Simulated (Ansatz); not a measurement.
Crystal: Co.

```
Co
1.0
     2.47200    0.00000    0.00000
    -1.23600    2.14081    0.00000
     0.00000    0.00000    4.02114
Co
2
Direct
  0.66667 0.33333 0.75000
  0.33333 0.66667 0.25000
```

Base run:

```yaml
Program: Ansatz 0.2.0
Functional: PBE
Potentials_or_basis: all-electron LAPW, scalar-relativistic
Cutoff: 315 eV (chosen from the basis error)
Basis_error_allowed: 0.001 eV/atom
k_mesh: 12 × 12 × 7
Occupations: fermi-dirac, width 0.05 eV
Spin: collinear spin, ferromagnetic start
Starting_moments: "[2.0, 2.0] μB"
Fixed_moment: 4 μB
```

Its results: pressure 13.3 GPa; site moments Co +2.02 μB.

The run is repeated on the same cell with these changes: fixed moment from 4 μB to 3 μB; moments at the start from [2.0, 2.0] to [1.5, 1.5]. What comes out?

Pressure 2.8 GPa; site moments Co +1.55 μB.

Caveats: the total moment is fixed, so each spin has its own Fermi level.
